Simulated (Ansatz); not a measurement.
Ni:

```
Ni
1.0
     0.00000    1.73757    1.73757
     1.73757    0.00000    1.73757
     1.73757    1.73757    0.00000
Ni
1
Direct
  0.00000 0.00000 0.00000
```

- Program: Ansatz 0.2.0
- Task: single point
- Functional: PBE
- Potentials or basis: Ansatz PAW
- Cutoff: 420 eV (not typed: the program's choice for these potentials)
- k mesh: 13 × 13 × 13
- Occupations: fermi-dirac, width 0.05 eV
- Spin: collinear spin, ferromagnetic start
- Starting moments: [1.0] μB

On this cell: pressure 8.1 GPa; net moment 0.63 μB per cell; site moments Ni +0.67 μB; band gap on the k mesh none (metal or under the smearing width).

The same run follows on a disturbed copy (cell strained at random at fixed volume):

```
CELL_PARAMETERS angstrom
0.01655 1.75725 1.76824
1.71912 0.01633 1.76846
1.71447 1.75283 0.02098
ATOMIC_POSITIONS crystal
Ni 0.00651 0.01144 0.96710
```

Question: What changes?

Answer: The energy (extrapolated to zero smearing) moves by +3.4 meV/atom; pressure 8.2 GPa; net moment 0.63 μB per cell; site moments Ni +0.67 μB; band gap on the k mesh none (metal or under the smearing width).

Stress tensor (GPa, compression positive):
```
10.18 -1.13 -1.93
-1.13  7.65 -1.60
-1.93 -1.60  6.76
```
